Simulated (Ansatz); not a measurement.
Runs of Ansatz 0.2.0 on MoS2. It takes space group C2/m (No. 12, monoclinic). Conventional cell: a = 6.296 Å, b = 3.860 Å, c = 4.439 Å, α = 90.00°, β = 90.04°, γ = 90.00°. Mo (site symmetry 2/m) is surrounded by 6 S at 2.35 to 2.60 Å. Around S (site symmetry m) lie 3 Mo at 2.35 to 2.60 Å. The cell comes from a database or a generator and needn't be the stable form of this composition.

| task | potentials or basis | k mesh | cutoff (eV) | smearing | empty bands summed for spectra up to | optics k mesh | broadening | basis error allowed | mesh quality | gap on the mesh (eV) | pressure (GPa) | largest force (eV/Å) |
| --- | --- | --- | --- | --- | --- | --- | --- | --- | --- | --- | --- | --- |
| density of states | all-electron PAW datasets made for the crystal | 8 × 8 × 6 | 300 | fermi-dirac 0.05 eV | - | - | - | - | not flagged | none | -3.6 | 1.22 |
| single point | all-electron LAPW, scalar-relativistic | 5 × 5 × 4 | 255 | fermi-dirac 0.03 eV | - | - | - | 0.002 eV/atom | coarse | none | -3.7 | (a) |
| electric field gradients | all-electron PAW datasets made for the crystal | 8 × 8 × 6 | 300 | fermi-dirac 0.05 eV | - | - | - | - | not flagged | none | -3.6 | 1.22 |
| optical spectrum | all-electron LAPW, scalar-relativistic | 8 × 8 × 6 | 255 | fermi-dirac 0.05 eV | 10 eV | 8 × 8 × 6 | 0.2 eV | 0.002 eV/atom | not flagged | none | - | - |

Alike in all rows: level PBE; no spin polarisation; cell as given.

Q: Estimate the missing entries.

A: (a) 1.29.

Caveats: some runs use coarse meshes; forces of over 1 eV/Å show positions far from the minimum, so gaps and moduli don't describe the material at rest (some runs); the program warned that the printed levels may be off, so bands, gaps and densities of states are rough (some runs); the k mesh is thin for a metal, which can move the energy by tens of meV per atom (some runs); local fields and the highest empty bands are left out, which lowers the real part by some percent in wide-gap crystals (some runs); spectra need much finer meshes, so this one isn't converged (some runs); independent-particle spectra lack excitons (some runs); the intraband (Drude) part of a metal's response may be missing (some runs).

A k mesh can miss the band edges, and the runs leave out spin-orbit coupling on Mo.

A gap of «none» marks a metal or a gap under the smearing width.

The runs don't all hold the same shells in valence.
